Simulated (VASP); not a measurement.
# WS₂: relaxed cell and band gap, by functional and dispersion

WS₂, P6_3/mmc (no. 194), 6 atoms in the cell.

| Functional | Dispersion | Volume (Å³/atom) | Change from the starting volume (fraction) | Gap, path and mesh (eV) | Time (s) |
|---|---|---|---|---|---|
| BLYP | D4 | 17.69 | -0.030 | 0.88 | 1160 |
| SCAN | D4 without three-body term | 17.95 | -0.016 | 1.22 | 1425 |
| PBE+rVV10L | in the functional | 18.40 | 0.008 | 1.11 | 2683 |
| vdW-DF2 | in the functional | 20.11 | 0.102 | 0.99 | 3057 |

Limits: Spin-orbit coupling is left out, and with elements this heavy it changes the gap.

## Input of the first row

INCAR.step1:
```
AGGAC    = 1.0          
AGGAX    = 1.0          
ALDAC    = 0.0          
ALDAX    = 1.0          
ALGO     = Normal         # electronic algorithm
EDIFF    = 1E-7           # SCF threshold, eV
EDIFFG   = -0.002         # ionic threshold
ENCUT    = 600            # plane-wave cutoff, eV
GGA      = B5             # functional
GGA_COMPAT= False        
IBRION   = 2              # ionic algorithm
ISIF     = 3              # what is computed and relaxed
ISMEAR   = 0              # smearing method
IVDW     = 13             # dispersion correction
KPAR     = 4            
LASPH    = True           # aspherical terms in the spheres
LCHARG   = False          # write CHGCAR
LREAL    = False          # projectors in reciprocal space
LWAVE    = False          # write WAVECAR
NELM     = 150            # most SCF steps
NSW      = 60             # ionic steps
PREC     = Accurate       # precision mode
SIGMA    = 0.02           # smearing width, eV
VDW_A1   = 0.44488865   
VDW_A2   = 4.0933009    
VDW_S6   = 1.0          
VDW_S8   = 2.34076671    
```

INCAR.step2, as INCAR.step1 but for:
```
- NSW = 60
+ NSW = 40
```

INCAR.step3, as INCAR.step2 but for:
```
- EDIFFG = -0.002
- IBRION = 2
- ISIF = 3
- NSW = 40
+ ISIF = 2
+ NBANDS = 35
```

KPOINTS:
```
k-points
0
Gamma
  7 7 2
```

KPOINTS_OPT:
```
path GMKGALHA,LM,KH
8
line-mode
reciprocal
 0.0000000000  0.0000000000  0.0000000000  G
 0.5000000000  0.0000000000  0.0000000000  M

 0.5000000000  0.0000000000  0.0000000000  M
 0.3333333333  0.3333333333  0.0000000000  K

 0.3333333333  0.3333333333  0.0000000000  K
 0.0000000000  0.0000000000  0.0000000000  G

 0.0000000000  0.0000000000  0.0000000000  G
 0.0000000000  0.0000000000  0.5000000000  A

 0.0000000000  0.0000000000  0.5000000000  A
 0.5000000000  0.0000000000  0.5000000000  L

 0.5000000000  0.0000000000  0.5000000000  L
 0.3333333333  0.3333333333  0.5000000000  H

 0.3333333333  0.3333333333  0.5000000000  H
 0.0000000000  0.0000000000  0.5000000000  A

 0.5000000000  0.0000000000  0.5000000000  L
 0.5000000000  0.0000000000  0.0000000000  M

 0.3333333333  0.3333333333  0.0000000000  K
 0.3333333333  0.3333333333  0.5000000000  H
```

POSCAR.step1:
```
WS2
1.0
    3.1800000000      0.0000000000      0.0000000000
   -1.5900000000      2.7539607840      0.0000000000
    0.0000000000      0.0000000000     12.5000000000
W S
2 4
Direct
    0.6666666667      0.3333333333      0.7500000000
    0.3333333333      0.6666666667      0.2500000000
    0.6666666667      0.3333333333      0.3750000000
    0.3333333333      0.6666666667      0.8750000000
    0.6666666667      0.3333333333      0.1250000000
    0.3333333333      0.6666666667      0.6250000000
```

Commands (each step's output is kept before the next begins):
```
cat potpaw_PBE.64/W_sv/POTCAR potpaw_PBE.64/S/POTCAR > POTCAR
cp INCAR.step1 INCAR
cp POSCAR.step1 POSCAR
mpirun -np 4 vasp_std > vasp.out
cp CONTCAR POSCAR
rm WAVECAR CHG
cp INCAR.step2 INCAR
mpirun -np 4 vasp_std > vasp.out
cp CONTCAR POSCAR
rm WAVECAR CHG
cp INCAR.step3 INCAR
mpirun -np 4 vasp_std > vasp.out
```

Changes of the last row against the first:
```
(all steps)
- GGA = B5
- ALDAX = 1.0
- AGGAX = 1.0
- AGGAC = 1.0
- ALDAC = 0.0
- IVDW = 13
- VDW_S6 = 1.0
- VDW_S8 = 2.34076671
- VDW_A1 = 0.44488865
- VDW_A2 = 4.0933009
+ GGA = ML
+ LUSE_VDW = True
+ AGGAC = 0.0
+ ZAB_VDW = -1.8867
```

VASP 6.6.1 took 1160 s on 4 cores (Intel Xeon Platinum 8259CL @ 2.50GHz (Skylake/Cascade Lake)), a shared host.
